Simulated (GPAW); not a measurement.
Crystal: Te.

```
CELL_PARAMETERS angstrom
4.45400 0.00000 0.00000
-2.22700 3.85728 0.00000
0.00000 0.00000 5.92400
ATOMIC_POSITIONS crystal
Te 0.73100 0.73100 0.00000
Te 0.00000 0.26900 0.66667
Te 0.26900 0.00000 0.33333
```

| Quantity | Value |
| --- | --- |
| Program | GPAW 26.7.0 |
| Task | relaxation of cell and atoms |
| Functional | BLYP |
| Potentials or basis | PAW data sets generated in the run's folder for this functional |
| Cutoff | 600 eV |
| Basis | pw |
| k mesh | 7 × 7 × 5 |
| Occupations | fermi-dirac, width 0.05 eV |
| Spin | no spin polarisation |

At the start: pressure 4.7 GPa; volume 33.93 Å³/atom.

Problem. How do energy, volume and symmetry change on relaxing?

Solution. Over 15 steps the energy falls by 90.5 meV/atom and the volume is 46.15 Å³/atom (+36.0 %); space group P3_121 (No. 152, to 0.05 Å).

Step by step:
```csv
step,energy change (eV),largest force (eV/Å),pressure (GPa),volume (Å³)
1,0.0000,0.1820,4.74,101.78
2,-0.0407,0.0953,3.88,103.25
3,-0.1360,0.2333,0.60,110.49
4,-0.1422,0.2690,0.19,111.85
5,-0.1549,0.3074,-0.36,114.40
6,-0.1801,0.3220,-0.86,118.75
7,-0.2295,0.1846,-0.83,127.67
8,-0.2398,0.1786,0.05,134.91
9,-0.2451,0.0148,-0.27,131.09
10,-0.2470,0.0283,-0.18,130.52
11,-0.2541,0.0987,0.33,127.89
12,-0.2565,0.1052,0.39,128.15
13,-0.2667,0.0750,0.38,131.90
14,-0.2700,0.0299,0.21,135.24
15,-0.2714,0.0061,0.06,138.45
```

Final structure:
```cif
data_structure
_symmetry_space_group_name_H-M 'P 1'
_symmetry_Int_Tables_number 1
_cell_length_a 5.2120
_cell_length_b 5.2120
_cell_length_c 5.8852
_cell_angle_alpha 90.000
_cell_angle_beta 90.000
_cell_angle_gamma 120.000
_cell_volume 138.45
loop_
_atom_site_label
_atom_site_type_symbol
_atom_site_fract_x
_atom_site_fract_y
_atom_site_fract_z
_atom_site_occupancy
Te1 Te 0.77476 0.77476 0.00000 1
Te2 Te 0.00000 0.22524 0.66667 1
Te3 Te 0.22524 0.00000 0.33333 1
```

Caveat: later steps reuse the first step's grids; the volume moved by over 15 % at a fixed basis, so the end points are rough; the volume moved by +36 % from the deposited cell, more than functionals usually miss.
